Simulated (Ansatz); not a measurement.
Relaxed GeTe (alpha-GeTe type, space group R3m):

```xyz
4
Lattice="4.2266 2.4402 7.2798 -2.1133 1.2201 3.6399 0.0000 -2.4402 3.6399" Properties=species:S:1:pos:R:3 pbc="T T T"
Ge     0.0000     0.0000     2.5578
Ge     2.1133     1.2201     6.1977
Te     0.0000     0.0000     8.3620
Te     2.1133     1.2201    12.0019
```

In this cell atom 3 (Te, nearest neighbour Ge at 2.852 Å; its periodic images, 4.2 Å or more away, move with it) is moved by u·(0.707, 0.707, 0.000) + v·(0.000, 0.000, 1.000); the rest is frozen.

The numbers are results of PBE (plane waves to 420 eV, PAW, scalar-relativistic; Ansatz, a quantum-chemistry and plane-wave program), not measurements. k mesh 4×8×8 (Γ-centred), Fermi-Dirac smearing 0.05 eV. Points where atoms come too close for the PAW data are left out (x in tables, blank in figures). As the smearing reaches across the gap at some points, energies and forces of such displacements shift with the k mesh and the smearing. Fu and Fv are the components of the force on the atom. GeTe was relaxed with its symmetry unable to fall. Spin-orbit coupling is left out, though Te is heavy. The last digit holds for this mesh only.

Changes of Fu (eV/Å) from the point u = 0.000 Å, v = 0.000 Å when one coordinate moves alone (two changes are said to add if the coupling is within 5 % of the smaller one, nearly so within 20 %):

```
point                      change
-------------------------  ------
u = 0.000 Å, v = -0.710 Å   0.086
u = 0.000 Å, v = -0.355 Å   0.028
u = -0.710 Å, v = 0.000 Å   4.890
u = -0.355 Å, v = 0.000 Å   1.735
u = 0.355 Å, v = 0.000 Å   -1.278
u = 0.710 Å, v = 0.000 Å   -2.641
u = 0.000 Å, v = 0.355 Å   -0.101
u = 0.000 Å, v = 0.710 Å   -0.292
```

Q: Do the two effects add at u = -0.355 Å, v = 0.355 Å? Give the computed change.

A: The sum of the single changes is 1.735 + (-0.101) = 1.634; the calculation gives 3.158, so the coupling contributes 1.524 (over 20 % of the smaller single change, not additive).

Q: Do the two effects add at u = -0.710 Å, v = 0.355 Å? Give the computed change.

A: The sum of the single changes is 4.890 + (-0.101) = 4.789; the calculation gives 9.834, so the coupling contributes 5.045 (over 20 % of the smaller single change, not additive).

(For displaced atoms, the force is minus the slope of the energy, and its curvature is a force constant, which sets phonon frequencies.)
